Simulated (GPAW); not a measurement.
**Worked example: self-consistent single point of InN (P6_3mc, 4 atoms in the cell) in GPAW**

Method of the run: PBE, GPAW PAW datasets PBE (gpaw-data 1.0.1) (plane waves; GPAW 25.7.0).

This input was run:

```python
from ase import Atoms
from ase.units import GPa
from gpaw import GPAW, PW, FermiDirac

atoms = Atoms(['In', 'In', 'N', 'N'],
              cell=[[3.558786, 0.000000, 0.000000],
                    [-1.779393, 3.081999, 0.000000],
                    [0.000000, 0.000000, 5.745745]],
              scaled_positions=[[0.666667, 0.333333, 0.500480],
                                [0.333333, 0.666667, 0.000480],
                                [0.666667, 0.333333, 0.879520],
                                [0.333333, 0.666667, 0.379520]],
              pbc=True)

calc = GPAW(mode=PW(950),
            xc='PBE',
            kpts={'size': (7, 7, 4), 'gamma': True},
            occupations=FermiDirac(0.1),
            nbands=-12,
            convergence={'density': 1e-05, 'energy': 1e-05},
            symmetry={'symmorphic': False, 'tolerance': 0.0005},
            maxiter=100)

atoms.calc = calc

energy = atoms.get_potential_energy()
print('Energy (eV):', round(energy, 6))
forces = atoms.get_forces()
print('Forces (eV/Ang):')
print(forces.round(5))
stress = atoms.get_stress()
print('Stress (GPa, Voigt):', (stress / GPa).round(4))
```

Output, abridged:

```
Input parameters:
  convergence: {density: 1e-05,
                energy: 1e-05}
  kpts: {gamma: True,
         size: (7, 7, 4)}
  maxiter: 100
  mode: {ecut: 950.0,
         name: pw}
  nbands: -12
  occupations: {fixmagmom: False,
                name: fermi-dirac,
                width: 0.1}
  symmetry: {symmorphic: False,
             tolerance: 0.0005}
  xc: PBE

species:
  In:
    name: Indium
    Z: 49.0
    valence: 13
    core: 36
    charge: 0.0
    file: In.PBE.gz

    # Using partial waves for In as LCAO basis

  N:
    name: Nitrogen
    Z: 7.0
    valence: 5
    core: 2
    charge: 0.0
    file: N.PBE.gz

    # Using partial waves for N as LCAO basis

Reference energy: -322914.282329  # eV

Spin-paired calculation

Convergence criteria:
 Maximum [total energy] change in last 3 cyles: 1e-05 eV / valence electron
 Maximum integral of absolute [dens]ity change: 1e-05 electrons / valence electron
 Maximum integral of absolute [eigenst]ate change: 4e-08 eV^2 / valence electron
 Maximum number of scf [iter]ations: 100

Symmetries present (total): 12
Symmetries with fractional translations: 6
196 k-points: 7 x 7 x 4 Monkhorst-Pack grid + [0.000000,0.000000,1/8]
24 k-points in the irreducible part of the Brillouin zone
       k-points in crystal coordinates                weights
   0:     0.00000000    0.00000000    0.00000000          1/196
   1:     0.00000000    0.00000000    0.25000000          2/196
   2:     0.00000000    0.00000000    0.50000000          1/196
   [... 7 lines left out ...]
          ...
  23:     0.42857143    0.42857143    0.50000000          6/196

Wave functions: Plane wave expansion
  Cutoff energy: 950.000 eV
  Number of coefficients (min, max): 4151, 4221
  Pulay-stress correction: 0.000000 eV/Ang^3 (de/decut=0.000000)

Occupation numbers: Fermi-Dirac:
  width: 0.1000  # eV

Eigensolver

Densities:
  Coarse grid: 27*27*42 grid
  Fine grid: 54*54*84 grid
  Total Charge: 0.000000

Density mixing:
  Method: separate
  Backend: pulay
  Linear mixing parameter: 0.05
  old densities: 5
  Damping of long wavelength oscillations: 50

Hamiltonian:
  XC and Coulomb potentials evaluated on a 54*54*84 grid
  External potential:
    NoExternalPotential

XC parameters: PBE with 2 nearest neighbor stencil

Number of atoms: 4
Number of atomic orbitals: 26
Number of bands in calculation: 30
Number of valence electrons: 36
Bands to converge: occupied

Density initialized from atomic densities
  26 bands from LCAO basis set
  4 bands from random numbers

Atomic positions and initial magnetic moments

Positions:
   0 In     1.779395    1.027332    2.875630    ( 0.0000,  0.0000,  0.0000)
   1 In    -0.000002    2.054667    0.002758    ( 0.0000,  0.0000,  0.0000)
   2 N      1.779395    1.027332    5.053498    ( 0.0000,  0.0000,  0.0000)
   3 N     -0.000002    2.054667    2.180625    ( 0.0000,  0.0000,  0.0000)

Unit cell:
           periodic     x           y           z      points  spacing
  1. axis:    yes    3.558786    0.000000    0.000000    27     0.1141
  2. axis:    yes   -1.779393    3.081999    0.000000    27     0.1141
  3. axis:    yes    0.000000    0.000000    5.745745    42     0.1368

  Lengths:   3.558786   3.558786   5.745745
  Angles:   90.000000  90.000000 120.000001

Effective grid spacing dv^(1/3) = 0.1272

     iter     time        total  log10-change:
                         energy   eigst   dens
iter:   1 --:--:--   -26.116324
iter:   2 --:--:--   -24.887192   -1.50  -0.88
iter:   3 --:--:--   -22.127814   -0.90  -0.94
iter:   4 --:--:--   -22.069827   -2.12  -1.35
iter:   5 --:--:--   -22.046767   -2.69  -1.51
iter:   6 --:--:--   -22.045104   -3.93  -2.67
iter:   7 --:--:--   -22.046433   -4.66  -2.70
iter:   8 --:--:--   -22.044832   -3.73  -2.54
iter:   9 --:--:--   -22.044708   -5.74  -3.37
iter:  10 --:--:--   -22.044616c  -6.12  -3.52
iter:  11 --:--:--   -22.044531c  -5.70  -3.55
iter:  12 --:--:--   -22.044531c  -7.34  -4.26
iter:  13 --:--:--   -22.044530c  -7.15  -4.22
iter:  14 --:--:--   -22.044530c  -8.71c -4.34
iter:  15 --:--:--   -22.044530c  -8.34c -4.32
iter:  16 --:--:--   -22.044530c  -8.62c -4.30
iter:  17 --:--:--   -22.044530c  -8.18c -4.41
iter:  18 --:--:--   -22.044531c  -7.53c -4.53
iter:  19 --:--:--   -22.044531c  -8.95c -4.63
iter:  20 --:--:--   -22.044530c  -7.99c -4.66
iter:  21 --:--:--   -22.044530c  -9.39c -5.02c

Converged after 21 iterations.

Dipole moment: (-0.000000, 0.000000, 1.119050) |e|*Ang

Energy contributions relative to reference atoms: (reference = -322914.282329)

Kinetic:        +54.593601
Potential:      -49.788175
External:        +0.000000
XC:             -27.178907
Entropy (-ST):   -0.004288
Local:           +0.331095
SIC:             +0.000000
--------------------------
Free energy:    -22.046674
Extrapolated:   -22.044530

Showing only first 2 kpts
 Kpt  Band  Eigenvalues  Occupancy
  0    16      6.30262    1.76952
  0    17      6.32039    1.73072
  0    18      6.32041    1.73069
  0    19      9.03836    0.00000

  1    16      6.19084    1.91830
  1    17      6.19086    1.91828
  1    18      7.56996    0.00005
  1    19      9.00649    0.00000

Fermi level: 6.50645

No gap
No difference between direct/indirect transitions
Energy (eV): -22.04453

Forces in eV/Ang:
  0 In    0.00000    0.00000    0.00349
  1 In    0.00000   -0.00000    0.00349
  2 N     0.00000    0.00000   -0.00335
  3 N     0.00000   -0.00000   -0.00335

Stress tensor:
    -0.011565     0.000000     0.000000
    -0.000000    -0.011565     0.000000
     0.000000     0.000000    -0.012187
Stress (GPa, Voigt): [-1.8529 -1.8529 -1.9525  0.      0.      0.    ]
```

The run converged in 21 iterations. GPAW prints stress with tension positive.

At such cutoffs GPAW's stress carries a finite-basis (Pulay) error, which enters relaxed cells too; its log prints stress with tension positive.

The starting cell comes from a database of computed structures (which also holds hypothetical and non-ambient phases and stackings), without a prior relaxation at this level. Its lattice was rescaled by a random factor within 2.5 % of one. The run gives no clean gap (levels at the Fermi energy touch, overlap or are partly filled at this smearing), which alone does not show that the compound is a metal.

Cost on one core of a shared machine: roughly 2 min.
